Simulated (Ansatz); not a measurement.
## HgSe under changes of volume

One of the cells (28.067 Å³/atom); the others are scaled copies at fixed shape and fractional positions:

```
CELL_PARAMETERS angstrom
0.00000 3.03900 3.03900
3.03900 0.00000 3.03900
3.03900 3.03900 0.00000
ATOMIC_POSITIONS crystal
Hg 0.00000 0.00000 0.00000
Se 0.75000 0.75000 0.75000
```

```yaml
Program: Ansatz 0.2.0
Functional: PBE
Potentials_or_basis: all-electron LAPW, scalar-relativistic
Cutoff: 300 eV (chosen from the basis error)
Basis_error_allowed: 0.0005 eV/atom
k_mesh: 8 × 8 × 8
Occupations: fermi-dirac, width 0.05 eV
Spin: no spin polarisation
```

```csv
volume (Å³/atom),energy over the lowest point (meV/atom),pressure (GPa)
26.383,103.83,9.4
26.944,74.10,7.6
27.505,50.08,6.1
28.067,?,?
28.628,16.83,3.5
29.189,6.58,2.4
29.751,0.00,1.4
```

Task: What does the run at 28.067 Å³/atom give?

Result: Energy over the lowest point 31.17 meV/atom; pressure 4.7 GPa.

Worked out: A Birch-Murnaghan fit of order 3 (a polynomial in V^(-2/3)) to the other rows has no minimum within the range. It gives 31.15 meV/atom at 28.067 Å³/atom, against the run's 31.17, and -dE/dV = 4.7 GPa, against 4.7.

Energies are extrapolated to zero smearing.
